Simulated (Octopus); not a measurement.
Crystal: ZnSe (Stilleite).

```
Se Zn
1.0
     0.00000    2.83380    2.83380
     2.83380    0.00000    2.83380
     2.83380    2.83380    0.00000
Se Zn
1 1
Direct
  0.75000 0.75000 0.75000
  0.00000 0.00000 0.00000
```

Base run:

- Program: Octopus 16.4
- Functional: PBE
- Potentials or basis: pseudodojo_pbe (PseudoDojo 0.5, PBE)
- Grid spacing: 0.129 Å
- k mesh: 8 × 8 × 8
- Occupations: fermi-dirac, width 0.05 eV
- Spin: no spin polarisation

Its results: band gap on the k mesh 1.29 eV, direct.

The run is repeated on the same cell with these changes: functional from PBE to PBEsol; potentials or basis from pseudodojo_pbe (PseudoDojo 0.5, PBE) to pseudodojo_pbesol (PseudoDojo 0.4, PBEsol). What comes out?

Band gap on the k mesh 1.17 eV, direct.

A k mesh can miss the band edges.

Not every run made on this cell is shown here.
